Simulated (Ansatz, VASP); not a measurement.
# CaO (Lime): VASP beside Ansatz

```
Ca O
1.0
     0.00000    2.43897    2.43897
     2.43897    0.00000    2.43897
     2.43897    2.43897    0.00000
Ca O
1 1
Direct
  0.00000 0.00000 0.00000
  0.50000 0.50000 0.50000
```

Alike in both runs: task single point; functional PBE; k mesh 8 × 8 × 8; no spin polarisation.

|  | VASP | Ansatz |
| --- | --- | --- |
| version | VASP 6.6.1 | Ansatz 0.2.0 |
| potentials or method | VASP PAW PBE potentials, release 64 (Ca_sv, O) | plane waves, PAW |
| plane-wave cutoff (eV) | 520 | 420 |
| occupations | gaussian, width 0.01 eV | fixed |
| valence electrons in the cell | 16 | 16 |

VASP gave:

* gap on the k mesh at the Fermi level (eV): 3.64
* pressure (GPa): -2.4

Problem. What did Ansatz give for the same quantities?

Solution. gap on the k mesh at the Fermi level (eV): 3.66; pressure (GPa): -2.9.

A k mesh can miss the band edges.
